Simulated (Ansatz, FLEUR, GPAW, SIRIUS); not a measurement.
## Li2Se: energy against volume and a worked fit

It takes space group Fm-3m (No. 225, cubic). Conventional cell: a = 6.005 Å, b = 6.005 Å, c = 6.005 Å, α = 90.00°, β = 90.00°, γ = 90.00°. Se (site symmetry m-3m) has 8 Li at 2.60 Å as nearest neighbours. Around Li (site symmetry -43m) lie 4 Se at 2.60 Å.

The cell was scaled at fixed shape and fractions and run with GPAW, PAW data sets generated for this functional, cutoff 800 eV; PBEsol, k mesh 8 × 8 × 8 on the cell of 3 atoms, fermi-dirac occupations of 0.05 eV, no spin polarisation, no spin-orbit coupling. Energies are those that the program minimises, any entropy of the smearing included.

```tsv
V (Å³/atom)	energy over the lowest row (meV/atom)
16.9623	2.542
17.3232	?
17.6841	0.000
18.0450	1.184
18.4059	3.798
18.7668	7.710
19.1277	12.791
```

Question: Fit the third-order Birch-Murnaghan form, give V0, B0 and B′, and predict the energy left open.

Answer: With y = (V0/V)^(2/3), E = E0 + (9 V0 B0/16) [(y - 1)³ B′ + (y - 1)² (6 - 4y)]. Least squares through the rows shown give V0 = 17.5894 Å³/atom, E0 = -0.056 meV, B0 = 35.09 GPa (1 eV/Å³ = 160.218 GPa) and B′ = 3.89, with a largest miss of 0.002 meV. At V = 17.3232 the form with these constants gives 0.396 meV; the run gave 0.397 meV an atom. Other set-ups at this level, from all their volumes (Å³/atom, GPa): FLEUR, all-electron, FLAPW: V0 17.504, B0 35.2; Ansatz, all-electron LAPW, scalar-relativistic: V0 17.503, B0 35.13; SIRIUS, all-electron FP-LAPW, apw+lo standard: V0 17.501, B0 35.81; SIRIUS, PseudoDojo 0.4.1 PBEsol standard (scalar relativistic): V0 17.509, B0 35.19.
